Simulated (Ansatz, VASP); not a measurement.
**Two plane-wave programs on Al7Cu4 (a cell with a defect)**

```xyz
11
Lattice="0.0000 0.0000 -5.7825 4.0893 4.0893 0.0000 4.0893 -4.0893 0.0000" Properties=species:S:1:pos:R:3 pbc="T T T"
Al    4.0893   -2.0446   -4.3368
Al    6.1339    0.0000   -1.4456
Al    4.0893    2.0446   -4.3368
Al    4.0893   -2.0446   -1.4456
Al    2.0446    0.0000   -4.3368
Al    4.0893    2.0446   -1.4456
Al    6.1339    0.0000   -4.3368
Cu    2.0446   -2.0645    0.0140
Cu   -0.0199    0.0000   -2.9053
Cu    2.0446    2.0645    0.0140
Cu    4.1091    0.0000   -2.9053
```

Change from the starting cell: Al vacancy (site c), charge +0, atoms relaxed at the host's cell.

Alike in both runs: functional PBE; k mesh 5 × 5 × 5; occupations gaussian, width 0.1 eV; no spin polarisation.

Ansatz relaxed the structure, and its values are those at the end. VASP's run is a single point on that final structure, the one shown.

|  | VASP | Ansatz |
| --- | --- | --- |
| version | VASP 6.6.1 | Ansatz 0.2.0 |
| potentials or method | VASP PAW PBE potentials, release 64 (Al, Cu) | scalar-relativistic, plane waves, PAW |
| plane-wave cutoff (eV) | 520 | 420 |
| valence electrons in the cell | 65 | 97 |

```tsv
	VASP	Ansatz	Ansatz less VASP
gap on the k mesh at the Fermi level (eV)	none	none	-
rms of the force components (eV/Å)	0.007	0.001	-0.0059
```

A gap of «none» marks a metal or a gap that the smearing closes. The two sets of potentials don't hold the same shells in valence.
